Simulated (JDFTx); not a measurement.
# Pt (Fm-3m) in JDFTx: equation of state

Aim: energy against volume of Pt in PBE, for its equilibrium volume and stiffness.

Program: JDFTx 1.7.0 (patched build). These are calculated values, not measurements. Logs are shortened: lines on timing, memory, paths and dates and some standing lists are left out, and cuts for length are marked. The log counts tension as positive stress, the text compression.

**1. Starting point**

The structure is cubic, space group Fm-3m (No. 225). The conventional cell has a = 3.922 Å, b = 3.922 Å, c = 3.922 Å, α = 90.00°, β = 90.00°, γ = 90.00°. Pt (site symmetry m-3m) is surrounded by 12 Pt at 2.77 Å.

**2. Equation of state, PBE, 14.18 Å³/atom (volume scaled by 0.94)**

The input, Pt.in:

```
lattice \
    0.0000000000     3.6299189780     3.6299189780 \
    3.6299189780     0.0000000000     3.6299189780 \
    3.6299189780     3.6299189780     0.0000000000
coords-type Lattice
ion Pt     0.0000000000     0.0000000000     0.0000000000 1

ion-species pseudo/Pt.upf
elec-cutoff 42
elec-ex-corr gga-PBE
kpoint-folding 12 12 12
elec-smearing Fermi 0.0018374661
elec-n-bands 15
electronic-SCF nIterations 100 energyDiffThreshold 1e-08
electronic-minimize nIterations 30 energyDiffThreshold 1e-7
forces-output-coords Cartesian

dump-name run.$VAR
dump End Ecomponents EigStats BandEigs Kpoints Forces Stress
```

Potentials or basis: PseudoDojo-SR-PBE-0.5-standard.

Run with:

```console
$ jdftx -c 1 -i Pt.in -o Pt.out
```

Output:

```text
*************** JDFTx 1.7.0 (patched build) ***************

[... 9 lines left out ...]
---------- Initializing the Grid ----------
R =
[            0      3.62992      3.62992  ]
[      3.62992            0      3.62992  ]
[      3.62992      3.62992            0  ]
unit cell volume = 95.6579
G =
[  -0.865472   0.865472   0.865472  ]
[   0.865472  -0.865472   0.865472  ]
[   0.865472   0.865472  -0.865472  ]
Minimum fftbox size, Smin = [  32  32  32  ]
Chosen fftbox size, S = [  32  32  32  ]

---------- Exchange Correlation functional ----------
Initalized PBE GGA exchange.
Initalized PBE GGA correlation.

---------- Setting up pseudopotentials ----------
Width of ionic core gaussian charges (only for fluid interactions / plotting) set to 0

Reading pseudopotential file 'pseudo/Pt.upf':
  'Pt' pseudopotential, 'PBE' functional
  Generated using ONCVPSP code by D. R. Hamann
  18 valence electrons, 4 orbitals, 8 projectors, 1001 radial grid points, with lMax = 3
    5S    l: 0   occupation:  2.0   eigenvalue: -3.741794
    5P    l: 1   occupation:  6.0   eigenvalue: -2.058655
    5D    l: 2   occupation:  9.0   eigenvalue: -0.225689
    6S    l: 0   occupation:  1.0   eigenvalue: -0.207978
  Core radius for overlap checks: 1.88 bohrs.

Initialized 1 species with 1 total atoms.

Folded 1 k-points by 12x12x12 to 1728 k-points.

---------- Setting up k-points, bands, fillings ----------
Reduced to 72 k-points under symmetry.
Computing the number of bands and number of electrons
Calculating initial fillings.
nElectrons:  18.000000   nBands: 15   nStates: 72

----- Setting up reduced wavefunction bases (one per k-point) -----
average nbasis = 1243.655 , ideal nbasis = 1243.623

---------- Setting up ewald sum ----------
Optimum gaussian width for ewald sums = 1.850543 bohr.
Real space sum over 2197 unit cells with max indices [  6  6  6  ]
Reciprocal space sum over 2197 terms with max indices [  6  6  6  ]

---------- Allocating electronic variables ----------
Initializing wave functions:  linear combination of atomic orbitals
Note: number of bands (15) exceeds available atomic orbitals (10)
Pt pseudo-atom occupations:   s ( 2 0 )  p ( 6 )  d ( 10 )
	FillingsUpdate:  mu: +0.856070467  nElectrons: 18.000000
LCAOMinimize: Iter:   0  F: -121.0776085914080085  |grad|_K:  3.985e-03  alpha:  1.000e+00
	FillingsUpdate:  mu: +0.940825383  nElectrons: 18.000000
LCAOMinimize: Iter:   1  F: -121.1510752013910803  |grad|_K:  2.561e-05  alpha:  5.539e-01  linmin: -7.961e-02  cgtest:  3.924e-01
LCAOMinimize: Encountered beta<0, resetting CG.
[... 5 lines of inner loops ...]
	FillingsUpdate:  mu: +0.941069001  nElectrons: 18.000000
LCAOMinimize: Iter:   4  F: -121.1510799775924738  |grad|_K:  1.194e-08  alpha:  9.615e-01  linmin: -1.476e-02  cgtest:  8.561e-02
LCAOMinimize: Encountered beta<0, resetting CG.
LCAOMinimize: Converged (|Delta F|<1.000000e-06 for 2 iters).

-------- Electronic minimization -----------
Will mix electronic density at each iteration.
	FillingsUpdate:  mu: +0.941069001  nElectrons: 18.000000
	FillingsUpdate:  mu: +0.939869843  nElectrons: 18.000000
SCF: Cycle:  0   F: -121.167204462084513   dF: -1.612e-02   |Residual|: 1.692e-02   |deigs|: 1.390e+00
	FillingsUpdate:  mu: +0.941022786  nElectrons: 18.000000
SCF: Cycle:  1   F: -121.167341887078649   dF: -1.374e-04   |Residual|: 8.392e-03   |deigs|: 6.352e-03
	FillingsUpdate:  mu: +0.941207451  nElectrons: 18.000000
SCF: Cycle:  2   F: -121.167347397953392   dF: -5.511e-06   |Residual|: 1.563e-03   |deigs|: 6.001e-04
	FillingsUpdate:  mu: +0.940930856  nElectrons: 18.000000
SCF: Cycle:  3   F: -121.167348540014473   dF: -1.142e-06   |Residual|: 4.181e-04   |deigs|: 3.277e-04
	FillingsUpdate:  mu: +0.941034955  nElectrons: 18.000000
SCF: Cycle:  4   F: -121.167348645386369   dF: -1.054e-07   |Residual|: 2.394e-04   |deigs|: 1.387e-04
	FillingsUpdate:  mu: +0.940993346  nElectrons: 18.000000
SCF: Cycle:  5   F: -121.167348702151813   dF: -5.677e-08   |Residual|: 1.793e-05   |deigs|: 1.046e-04
	FillingsUpdate:  mu: +0.940993509  nElectrons: 18.000000
SCF: Cycle:  6   F: -121.167348706969491   dF: -4.818e-09   |Residual|: 9.629e-06   |deigs|: 5.749e-05
	FillingsUpdate:  mu: +0.940993642  nElectrons: 18.000000
SCF: Cycle:  7   F: -121.167348708156894   dF: -1.187e-09   |Residual|: 4.271e-06   |deigs|: 3.846e-05
SCF: Converged (|Delta E|<1.000000e-08 for 2 iters).

Setting wave functions to eigenvectors of Hamiltonian

# Stress tensor in Cartesian coordinates [Eh/a0^3]:
[  -0.00106693            0            0  ]
[            0  -0.00106693            0  ]
[            0            0  -0.00106693  ]

# Ionic positions in lattice coordinates:
ion Pt   0.000000000000000   0.000000000000000   0.000000000000000 1

# Forces in Cartesian coordinates:
force Pt  -0.000000000000000   0.000000000000000   0.000000000000000 1

# Energy components:
   Eewald =     -102.3091232212119905
       EH =       18.0683077589576726
     Eloc =      -67.9505642558107468
      Enl =        8.0058628373350587
      Exc =      -23.8294563941719240
 Exc_core =        9.4207020703201572
       KE =       37.4274668586007024
-------------------------------------
     Etot =     -121.1668043459810917
       TS =        0.0005443621758030
-------------------------------------
        F =     -121.1673487081568936

IonicMinimize: Iter:   0  F: -121.167348708156894  |grad|_K:  0.000e+00
IonicMinimize: Converged (|grad|_K<1.000000e-04).

#--- Lowdin population analysis ---
# oxidation-state Pt +0.148

Dumping 'run.eigStats' ...
	eMin: -2.693411 at state 0 ( [ +0.000000 +0.000000 +0.000000 ] spin 0 )
	HOMO: +0.940968 at state 67 ( [ +0.166667 +0.416667 -0.416667 ] spin 0 )
	mu  : +0.940994
	LUMO: +0.941106 at state 42 ( [ +0.000000 +0.500000 +0.500000 ] spin 0 )
	eMax: +2.016405 at state 6 ( [ +0.000000 +0.000000 +0.500000 ] spin 0 )
	HOMO-LUMO gap: +0.000138
	Optical gap  : +0.005344 at state 39 ( [ +0.000000 +0.416667 +0.416667 ] spin 0 )
Done!
```

It took 20 s on 1 thread of Intel Xeon Platinum 8375C at 2.90GHz (Ice Lake), shared host; peak memory 0.1 GiB.

What came out:

* Free energy: -3297.1315 eV
* Pressure: 31.4 GPa
* Band gap on the k mesh: none (metal or under the smearing width)

**3. Equation of state, PBE, 14.48 Å³/atom (volume scaled by 0.96)**

Pt.in: that of step 2 with these lines changed.

```diff
@@ -1,5 +1,5 @@
 lattice \
-    0.0000000000     3.6299189780     3.6299189780 \
-    3.6299189780     0.0000000000     3.6299189780 \
-    3.6299189780     3.6299189780     0.0000000000
+    0.0000000000     3.6554826299     3.6554826299 \
+    3.6554826299     0.0000000000     3.6554826299 \
+    3.6554826299     3.6554826299     0.0000000000
 coords-type Lattice
```

Potentials or basis: PseudoDojo-SR-PBE-0.5-standard.

Run with:

```console
$ jdftx -c 1 -i Pt.in -o Pt.out
```

Wall time 20 s (1 thread of Intel Xeon Platinum 8375C at 2.90GHz (Ice Lake), shared host); peak memory 0.11 GiB.

It converged, with:

- Free energy: -3297.1829 eV
- Pressure: 23.3 GPa
- Band gap on the k mesh: none (metal or under the smearing width)

**4. Equation of state, PBE, 14.78 Å³/atom (volume scaled by 0.98)**

Pt.in: that of step 3 with these lines changed.

```diff
@@ -1,5 +1,5 @@
 lattice \
-    0.0000000000     3.6554826299     3.6554826299 \
-    3.6554826299     0.0000000000     3.6554826299 \
-    3.6554826299     3.6554826299     0.0000000000
+    0.0000000000     3.6806936517     3.6806936517 \
+    3.6806936517     0.0000000000     3.6806936517 \
+    3.6806936517     3.6806936517     0.0000000000
 coords-type Lattice
```

Run with:

```console
$ jdftx -c 1 -i Pt.in -o Pt.out
```

Wall time 22 s (1 thread of Intel Xeon Platinum 8375C at 2.90GHz (Ice Lake), shared host); peak memory 0.11 GiB.

It converged, with:

```yaml
Free_energy: -3297.2198 eV
Pressure: 16.0 GPa
Band_gap_on_the_k_mesh: none (metal or under the smearing width)
```

**5. Equation of state, PBE, 15.08 Å³/atom**

Pt.in: that of step 4 with these lines changed.

```diff
@@ -1,5 +1,5 @@
 lattice \
-    0.0000000000     3.6806936517     3.6806936517 \
-    3.6806936517     0.0000000000     3.6806936517 \
-    3.6806936517     3.6806936517     0.0000000000
+    0.0000000000     3.7055639578     3.7055639578 \
+    3.7055639578     0.0000000000     3.7055639578 \
+    3.7055639578     3.7055639578     0.0000000000
 coords-type Lattice
```

Potentials or basis: PseudoDojo-SR-PBE-0.5-standard.

Run with:

```console
$ jdftx -c 1 -i Pt.in -o Pt.out
```

Output:

```text
*************** JDFTx 1.7.0 (patched build) ***************

[... 9 lines left out ...]
---------- Initializing the Grid ----------
R =
[            0      3.70556      3.70556  ]
[      3.70556            0      3.70556  ]
[      3.70556      3.70556            0  ]
unit cell volume = 101.764
G =
[  -0.847804   0.847804   0.847804  ]
[   0.847804  -0.847804   0.847804  ]
[   0.847804   0.847804  -0.847804  ]
Minimum fftbox size, Smin = [  32  32  32  ]
Chosen fftbox size, S = [  32  32  32  ]

---------- Exchange Correlation functional ----------
Initalized PBE GGA exchange.
Initalized PBE GGA correlation.

---------- Setting up pseudopotentials ----------
Width of ionic core gaussian charges (only for fluid interactions / plotting) set to 0

Reading pseudopotential file 'pseudo/Pt.upf':
  'Pt' pseudopotential, 'PBE' functional
  Generated using ONCVPSP code by D. R. Hamann
  18 valence electrons, 4 orbitals, 8 projectors, 1001 radial grid points, with lMax = 3
    5S    l: 0   occupation:  2.0   eigenvalue: -3.741794
    5P    l: 1   occupation:  6.0   eigenvalue: -2.058655
    5D    l: 2   occupation:  9.0   eigenvalue: -0.225689
    6S    l: 0   occupation:  1.0   eigenvalue: -0.207978
  Core radius for overlap checks: 1.88 bohrs.

Initialized 1 species with 1 total atoms.

Folded 1 k-points by 12x12x12 to 1728 k-points.

---------- Setting up k-points, bands, fillings ----------
Reduced to 72 k-points under symmetry.
Computing the number of bands and number of electrons
Calculating initial fillings.
nElectrons:  18.000000   nBands: 15   nStates: 72
[... 29 lines left out ...]
SCF: Cycle:  0   F: -121.171323806629928   dF: -1.632e-02   |Residual|: 1.865e-02   |deigs|: 1.021e+00
	FillingsUpdate:  mu: +0.867546558  nElectrons: 18.000000
SCF: Cycle:  1   F: -121.171471181036438   dF: -1.474e-04   |Residual|: 9.007e-03   |deigs|: 6.485e-03
	FillingsUpdate:  mu: +0.867771141  nElectrons: 18.000000
SCF: Cycle:  2   F: -121.171477504619034   dF: -6.324e-06   |Residual|: 1.830e-03   |deigs|: 6.729e-04
	FillingsUpdate:  mu: +0.867419300  nElectrons: 18.000000
SCF: Cycle:  3   F: -121.171478934373965   dF: -1.430e-06   |Residual|: 4.908e-04   |deigs|: 3.959e-04
	FillingsUpdate:  mu: +0.867546233  nElectrons: 18.000000
SCF: Cycle:  4   F: -121.171479050249630   dF: -1.159e-07   |Residual|: 2.976e-04   |deigs|: 1.701e-04
	FillingsUpdate:  mu: +0.867494469  nElectrons: 18.000000
SCF: Cycle:  5   F: -121.171479128710999   dF: -7.846e-08   |Residual|: 2.251e-05   |deigs|: 1.306e-04
	FillingsUpdate:  mu: +0.867494626  nElectrons: 18.000000
SCF: Cycle:  6   F: -121.171479134729438   dF: -6.018e-09   |Residual|: 1.261e-05   |deigs|: 6.839e-05
	FillingsUpdate:  mu: +0.867496144  nElectrons: 18.000000
SCF: Cycle:  7   F: -121.171479136295062   dF: -1.566e-09   |Residual|: 1.016e-05   |deigs|: 6.274e-05
SCF: Converged (|Delta E|<1.000000e-08 for 2 iters).

Setting wave functions to eigenvectors of Hamiltonian

# Stress tensor in Cartesian coordinates [Eh/a0^3]:
[ -0.000328755            0            0  ]
[            0 -0.000328755            0  ]
[            0            0 -0.000328755  ]

# Ionic positions in lattice coordinates:
ion Pt   0.000000000000000   0.000000000000000   0.000000000000000 1

# Forces in Cartesian coordinates:
force Pt   0.000000000000000   0.000000000000000  -0.000000000000000 1

# Energy components:
   Eewald =     -100.2205959018734234
       EH =       19.0346836004545743
     Eloc =      -70.9440741260028744
      Enl =        7.9936432582916650
      Exc =      -23.7917936840553388
 Exc_core =        9.4207032204586358
       KE =       37.3365238971388607
-------------------------------------
     Etot =     -121.1709097355878981
       TS =        0.0005694007071603
-------------------------------------
        F =     -121.1714791362950621

IonicMinimize: Iter:   0  F: -121.171479136295062  |grad|_K:  0.000e+00
IonicMinimize: Converged (|grad|_K<1.000000e-04).

#--- Lowdin population analysis ---
# oxidation-state Pt +0.144

Dumping 'run.eigStats' ...
	eMin: -2.758045 at state 0 ( [ +0.000000 +0.000000 +0.000000 ] spin 0 )
	HOMO: +0.867420 at state 67 ( [ +0.166667 +0.416667 -0.416667 ] spin 0 )
	mu  : +0.867496
	LUMO: +0.867674 at state 60 ( [ +0.083333 +0.416667 +0.500000 ] spin 0 )
	eMax: +1.903252 at state 6 ( [ +0.000000 +0.000000 +0.500000 ] spin 0 )
	HOMO-LUMO gap: +0.000254
	Optical gap  : +0.005059 at state 39 ( [ +0.000000 +0.416667 +0.416667 ] spin 0 )
Done!
```

Wall time 21 s (1 thread of Intel Xeon Platinum 8375C at 2.90GHz (Ice Lake), shared host); peak memory 0.11 GiB.

What came out:

```
Free energy            : -3297.2439 eV
Pressure               : 9.7 GPa
Band gap on the k mesh : none (metal or under the smearing width)
```

**6. Equation of state, PBE, 15.38 Å³/atom (volume scaled by 1.02)**

Pt.in: that of step 5 with these lines changed.

```diff
@@ -1,5 +1,5 @@
 lattice \
-    0.0000000000     3.7055639578     3.7055639578 \
-    3.7055639578     0.0000000000     3.7055639578 \
-    3.7055639578     3.7055639578     0.0000000000
+    0.0000000000     3.7301048317     3.7301048317 \
+    3.7301048317     0.0000000000     3.7301048317 \
+    3.7301048317     3.7301048317     0.0000000000
 coords-type Lattice
```

Potentials or basis: PseudoDojo-SR-PBE-0.5-standard.

Run with:

```console
$ jdftx -c 1 -i Pt.in -o Pt.out
```

Wall time 22 s (1 thread of Intel Xeon Platinum 8375C at 2.90GHz (Ice Lake), shared host); peak memory 0.11 GiB.

It converged, with:

- Free energy: -3297.2568 eV
- Pressure: 4.0 GPa
- Band gap on the k mesh: none (metal or under the smearing width)

**7. Equation of state, PBE, 15.68 Å³/atom (volume scaled by 1.04)**

Pt.in: that of step 6 with these lines changed.

```diff
@@ -1,5 +1,5 @@
 lattice \
-    0.0000000000     3.7301048317     3.7301048317 \
-    3.7301048317     0.0000000000     3.7301048317 \
-    3.7301048317     3.7301048317     0.0000000000
+    0.0000000000     3.7543269704     3.7543269704 \
+    3.7543269704     0.0000000000     3.7543269704 \
+    3.7543269704     3.7543269704     0.0000000000
 coords-type Lattice
```

Run with:

```console
$ jdftx -c 1 -i Pt.in -o Pt.out
```

It took 28 s on 1 thread of Intel Xeon Platinum 8375C at 2.90GHz (Ice Lake), shared host; peak memory 0.11 GiB.

Results (log left out):

| Property | Result |
| --- | --- |
| Free energy | -3297.2596 eV |
| Pressure | -1.0 GPa |
| Band gap on the k mesh | none (metal or under the smearing width) |

**8. Equation of state, PBE, 15.98 Å³/atom (volume scaled by 1.06)**

Pt.in: that of step 7 with these lines changed.

```diff
@@ -1,5 +1,5 @@
 lattice \
-    0.0000000000     3.7543269704     3.7543269704 \
-    3.7543269704     0.0000000000     3.7543269704 \
-    3.7543269704     3.7543269704     0.0000000000
+    0.0000000000     3.7782405257     3.7782405257 \
+    3.7782405257     0.0000000000     3.7782405257 \
+    3.7782405257     3.7782405257     0.0000000000
 coords-type Lattice
```

Run with:

```console
$ jdftx -c 1 -i Pt.in -o Pt.out
```

It took 22 s on 1 thread of Intel Xeon Platinum 8375C at 2.90GHz (Ice Lake), shared host; peak memory 0.11 GiB.

The run converged. Its results:

| Quantity | Value |
| --- | --- |
| Free energy | -3297.2536 eV |
| Pressure | -5.4 GPa |
| Band gap on the k mesh | none (metal or under the smearing width) |

**9. Equation of state, PBE**

Potentials or basis: PseudoDojo-SR-PBE-0.5-standard.

This step only gathers the single runs of the series.

What came out:

| Property | Result |
| --- | --- |
| Equilibrium volume | 15.62 Å³/atom |
| Bulk modulus | 249 GPa |
| Pressure derivative of the bulk modulus | 5.3 |

Energy against volume, from the lowest point:
```csv
volume (Å³/atom),energy (meV/atom)
14.175,128.07
14.477,76.74
14.778,39.83
15.080,15.68
15.381,2.84
15.683,0.00
15.985,6.01
```

Spin-orbit coupling is left out, which matters for the levels of Pt. Zero-point motion and thermal expansion aren't in these numbers.
